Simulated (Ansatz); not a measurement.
Runs of Ansatz 0.2.0 on PtS2. The structure is trigonal, space group P-3m1 (No. 164). Conventional cell: a = 3.543 Å, b = 3.543 Å, c = 5.039 Å, α = 90.00°, β = 90.00°, γ = 120.00°. Around Pt (site symmetry -3m) lie 6 S at 2.34 Å. S (site symmetry 3m) has 3 Pt at 2.34 Å as nearest neighbours. 

```csv
task,level,spin,cell,k mesh,points for each segment of the path,gap on the mesh (eV),pressure (GPa),relaxed volume (Å³/atom),largest force (eV/Å)
band structure,revPBE,off,as given,9 × 9 × 5,14,1.06,13.6,-,1.30
band structure,LDA,"SOC, no magnetisation",as given,7 × 7 × 4,14,0.77,3.6,-,0.82
relaxation of cell and atoms,RPBE,off,relaxed,9 × 9 × 5,-,1.72,0.0,27.23,-
band structure,PBEsol,"SOC, no magnetisation",as given,7 × 7 × 4,14,0.81,(c),-,0.97
relaxation of cell and atoms,revPBE,off,relaxed,9 × 9 × 5,-,(a),0.0,29.45,-
relaxation of cell and atoms,revPBE+D3(BJ),off,relaxed,9 × 9 × 5,-,-,0.0,16.42,-
relaxation of cell and atoms,LDA,off,relaxed,9 × 9 × 5,-,none,0.0,16.60,-
band structure,RPBE,off,as given,9 × 9 × 5,14,1.07,(b),-,1.32
```

Alike in all rows: potentials or basis Ansatz PAW; cutoff (eV) 420; smearing fermi-dirac 0.05 eV.

Task: Fill in the values left out.

Result: (a) 1.77; (b) 14.3; (c) 6.4.

Caveats: the PAW data sets come from PBE, with cores solved anew for the run's functional, which leaves a small shift of forces and pressure; spin-orbit coupling is left out, which moves the levels of the heavy elements (some runs); the plane-wave basis is chosen anew once the cell has moved, so the energies of steps on either side of that aren't comparable (some runs); forces of over 1 eV/Å show positions far from the minimum, so gaps and moduli don't describe the material at rest (some runs); the volume moved by over 15 % at a fixed basis, so the end points are rough (some runs); odd divisions of the mesh miss points on the zone boundary, where band edges often lie, so the gap on the mesh can be too wide (some runs); this functional lacks dispersion, which binds the layers, so the pressure and a relaxed spacing across them are unreliable, and here the layers came unbound (some runs).

A k mesh can miss the band edges, and rows without SOC leave out spin-orbit coupling on Pt.

A gap of «none» marks a metal or a gap under the smearing width.

Runs at the PBE level aren't shown here.
